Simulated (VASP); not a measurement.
**ZnS: single point with PBEsol**

**Experimental background.**

From a printed reference work, monograph, for a bulk crystal of ZnS at 4 K: band gap 3.911 eV (direct).

The system is ZnS.

```
Zn S
1.0
     3.81100    0.00000    0.00000
    -1.90550    3.30042    0.00000
     0.00000    0.00000    6.23400
Zn S
2 2
Direct
  0.33333 0.66667 0.00000
  0.66667 0.33333 0.50000
  0.33333 0.66667 0.38500
  0.66667 0.33333 0.88500
```

```yaml
Program: VASP 6.6.1
Task: single point
Functional: PBEsol
Potentials_or_basis: VASP PAW PBE potentials, release 64 (Zn, S)
Cutoff: 520 eV
k_mesh: 6 × 6 × 4
Occupations: gaussian, width 0.1 eV
Spin: no spin polarisation
Dipole_correction: no
Further_INCAR_settings: ALGO = Normal; EDIFF = 1e-06; NBANDS = 26
```

| Property | Result |
| --- | --- |
| Pressure | -1.1 GPa |
| Largest force | 0.310 eV/Å |
| Band gap on the k mesh | 2.12 eV, direct |

Forces on the atoms (eV/Å):
```
Zn   0.000  0.000  0.310
Zn   0.000  0.000  0.310
S    0.000  0.000 -0.310
S    0.000  0.000 -0.310
```

Stress tensor (GPa, compression positive):
```
-0.46  0.00  0.00
 0.00 -0.46  0.00
 0.00  0.00 -2.35
```

Levels at points of the mesh, in eV from the valence-band top:
| k point | band 15 | band 16 | band 17 | band 18 | band 19 | band 20 | band 21 | band 22 |
| --- | --- | --- | --- | --- | --- | --- | --- | --- |
| (0.00, 0.00, 0.00) | -0.87 | -0.01 | -0.01 | 0.00 | 2.12 | 2.88 | 6.21 | 6.21 |
| (0.50, 0.00, 0.00) | -3.21 | -2.28 | -1.60 | -0.99 | 3.49 | 4.17 | 5.05 | 7.05 |
| (0.00, 0.00, 0.50) | -0.46 | -0.46 | -0.46 | -0.46 | 3.40 | 3.40 | 6.64 | 6.64 |
| (0.50, 0.00, 0.50) | -1.68 | -1.68 | -1.55 | -1.55 | 3.48 | 3.48 | 5.03 | 5.03 |

Wall time 93 s on 1 thread of AMD EPYC 7571, with other jobs on the host, peak memory 0.16 GiB.

Against the measured gap of ZnS, 3.911 eV (direct; 4 K; a printed reference work, monograph), the calculated 2.12 eV is off by -1.80 eV. The value is that of PBEsol, without temperature or zero-point motion. Semilocal functionals fall short of measured gaps as a rule.

Caveat: the PAW data sets were made with another functional, which shifts forces and pressure a little.
